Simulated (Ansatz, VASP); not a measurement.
KCl in VASP and in Ansatz

Contents of INCAR:

```
PREC = Accurate
ENCUT = 520
EDIFF = 1E-7
ISMEAR = -1
SIGMA = 0.02
LREAL = F
LASPH = T
NELM = 100
ALGO = Normal
ISIF = 2
LWAVE = F
LCHARG = T
GGA = PE
LELF = T
LVHAR = T
NBANDS = 15
```

KPOINTS

```
Automatic mesh
0
Gamma
  8 8 8
```

File POSCAR:

```
KCl
1.0
    3.7711682906     -0.0160274652      0.0000000000
   -0.0160274652      3.7711682906      0.0000000000
    0.0000000000      0.0000000000      3.7711682906
K Cl
1 1
Direct
    0.0000000000      0.0000000000      0.0000000000
    0.5000000000      0.5000000000      0.5000000000
```

Input for Ansatz:

```yaml
crystal:
  lattice:
    - [3.7711682906, -0.0160274652, 0.0]
    - [-0.0160274652, 3.7711682906, 0.0]
    - [0.0, 0.0, 3.7711682906]
  atoms:
    - { symbol: K, position: [0.0, 0.0, 0.0] }
    - { symbol: Cl, position: [0.5, 0.5, 0.5] }
kpoints:
  mp_grid: { grid: [8, 8, 8] }
  band_path:
    path: [[0.0, 0.0, 0.0], [0.0, 0.5, 0.0], [0.5, 0.5, 0.0], [0.5, 0.5, 0.5]]
    npoints: 1
hamiltonian:
  xc: pbe
scf:
  occupations: { method: fermi_dirac, width: 0.02 }
  n_extra_bands: 4
output:
  forces: true
  stress: true
  eigenvalues: true
  write_density: true
  write_potential: true
  elf: true
  volumetric_format: npy
```

Change from the starting cell: shear_xy strain -0.9%.

Alike in both runs: task single point; functional PBE; k mesh 8 × 8 × 8; occupations fermi-dirac, width 0.02 eV; no spin polarisation.

```csv
,VASP,Ansatz
version,VASP 6.6.1,Ansatz 0.2.0
potentials or method,"VASP PAW PBE potentials, release 64 (K_sv, Cl)","plane waves, PAW"
plane-wave cutoff (eV),520,420
valence electrons in the cell,16,16
```

|  | VASP | Ansatz | Ansatz less VASP |
| --- | --- | --- | --- |
| gap on the k mesh at the Fermi level (eV) | 5.03 | 5.03 | +0.001 |
| pressure (GPa) | 1.1 | 1.1 | -0.02 |
| largest component of the traceless stress (GPa) | 0.06 | 0.06 | -0.002 |

A k mesh can miss the band edges.
